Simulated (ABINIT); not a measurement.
BAs:

```
As B
1.0
     0.00000    2.38850    2.38850
     2.38850    0.00000    2.38850
     2.38850    2.38850    0.00000
As B
1 1
Direct
  0.75000 0.75000 0.75000
  0.00000 0.00000 0.00000
```

Base run:

| Quantity | Value |
| --- | --- |
| Program | ABINIT 10.8.3 (patched build) |
| Functional | BLYP |
| Potentials or basis | JTH PAW PBE v2.0 |
| Cutoff | 490 eV |
| k mesh | 10 × 10 × 10 |
| Occupations | fermi-dirac, width 0.05 eV |
| Spin | no spin polarisation |

Its results: band gap on the k mesh 1.41 eV, indirect (least direct gap 3.37 eV); pressure 7.6 GPa.

Question: The run is repeated on the same cell with these changes: functional from BLYP to SCAN. What comes out?

Answer: Band gap on the k mesh 1.41 eV, indirect (least direct gap 3.59 eV); pressure -0.7 GPa.

Caveats: the PAW data sets were made with another functional, which shifts forces and pressure a little.
